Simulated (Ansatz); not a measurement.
TiB2 under changes of volume

One of the cells (8.552 Å³/atom); the others are scaled copies at fixed shape and fractional positions:

```xyz
3
Lattice="3.0292 0.0000 0.0000 -1.5146 2.6234 0.0000 0.0000 0.0000 3.2284" Properties=species:S:1:pos:R:3 pbc="T T T"
Ti    0.0000    0.0000    0.0000
B     1.5146    0.8745    1.6142
B     0.0000    1.7489    1.6142
```

* Program: Ansatz 0.2.0
* Functional: PBEsol
* Potentials or basis: Ansatz PAW
* Cutoff: 420 eV (not typed: the program's choice for these potentials)
* k mesh: 10 × 10 × 8
* Occupations: fermi-dirac, width 0.05 eV
* Spin: no spin polarisation

| volume (Å³/atom) | energy over the lowest point (meV/atom) | pressure (GPa) |
| --- | --- | --- |
| 8.039 | 12.74 | 12.2 |
| 8.210 | 3.15 | 5.9 |
| 8.381 | 0.00 | 0.1 |
| 8.552 | 2.68 | -5.1 |
| 8.723 | 10.65 | -9.8 |
| 8.894 | 23.40 | -14.0 |
| 9.065 | ? | ? |

Task: What does the run at 9.065 Å³/atom give?

Result: Energy over the lowest point 40.49 meV/atom; pressure -17.9 GPa.

Worked out: A Birch-Murnaghan fit of order 3 (a polynomial in V^(-2/3)) to the other rows has its minimum at 8.38 Å³/atom with B0 = V·E''(V) = 267 GPa and B' = 3.9 at fixed shape and positions, which overstates the stiffness. It gives 40.49 meV/atom at 9.065 Å³/atom, against the run's 40.49, and -dE/dV = -17.9 GPa, against -17.9.

Energies are extrapolated to zero smearing.

Caveats: the PAW data sets come from PBE, with cores solved anew for the run's functional, which leaves a small shift of forces and pressure.
